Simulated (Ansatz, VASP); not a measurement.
## W in VASP and in Ansatz

Contents of INCAR:

```
SYSTEM = W
PREC = Accurate ; ENCUT = 520
EDIFF = 1E-7 ; ISMEAR = -1
SIGMA = 0.05 ; LREAL = .False.
LASPH = .True. ; NELM = 100
ALGO = Fast ; ISIF = 2
LWAVE = .False. ; LCHARG = .False.
GGA = PS ; NBANDS = 13
```

Contents of KPOINTS:

```
Automatic mesh
0
Gamma
  10 10 10
  0 0 0
```

POSCAR

```
W
1.0
   -1.5823450000      1.5823450000      1.5981684500
    1.5823450000     -1.5823450000      1.5981684500
    1.5823450000      1.5823450000     -1.5981684500
W
1
Direct
    0.0000000000      0.0000000000      0.0000000000
```

File input.yaml:

```yaml
crystal:
  lattice:
    - [-1.582345, 1.582345, 1.59816845]
    - [1.582345, -1.582345, 1.59816845]
    - [1.582345, 1.582345, -1.59816845]
  atoms:
    - { symbol: W, position: [0.0, 0.0, 0.0] }
hamiltonian:
  xc: pbesol
  pseudopotentials: { kind: paw }
kpoints:
  mp_grid: { grid: [10, 10, 10] }
  band_path:
    path:
      - [[0.0, 0.0, 0.0], [0.0, 0.0, 0.5], [-0.4901480247, 0.4901480247, 0.5], [-0.4950740124, 0.4950740124, 0.4950740124], [0.0, 0.0, 0.0], [0.5, 0.5, -0.5], [0.4950740124, 0.5049259876, -0.4950740124], [0.0, 0.5, 0.0], [0.25, 0.25, 0.25], [0.5, 0.5, -0.4901480247], [0.5, 0.5, -0.5]]
      - [[0.0, 0.0, 0.5], [0.25, 0.25, 0.25]]
    npoints: 14
scf:
  occupations: { method: fermi_dirac, width: 0.05 }
  n_extra_bands: 6
output:
  forces: true
  stress: true
  eigenvalues: true
  fatbands: true
  write_density: true
  write_potential: true
  elf: true
  volumetric_format: npy
```

Alike in both runs: functional PBEsol; k mesh 10 × 10 × 10; occupations fermi-dirac, width 0.05 eV; no spin polarisation.

```csv
,VASP,Ansatz
version,VASP 6.6.1,Ansatz 0.2.0
potentials or method,"VASP PAW PBE potentials, release 64 (W_sv)",Ansatz PAW
plane-wave cutoff (eV),520,420
valence electrons in the cell,14,14
task,single point,band structure
```

|  | VASP | Ansatz | Ansatz less VASP |
| --- | --- | --- | --- |
| gap on the k mesh at the Fermi level (eV) | none | none | - |
| pressure (GPa) | -5.4 | -5.9 | -0.57 |
| largest component of the traceless stress (GPa) | 2.16 | 2.16 | +0.002 |

A gap of «none» marks a metal or a gap that the smearing closes.

Caveats: the PAW data sets were made with another functional, which shifts forces and pressure a little (VASP); spin-orbit coupling is left out, which moves the levels of the heavy elements (Ansatz); the PAW data sets come from PBE, with cores solved anew for the run's functional, which leaves a small shift of forces and pressure (Ansatz). The runs have no spin-orbit coupling, so splittings on W are missing.
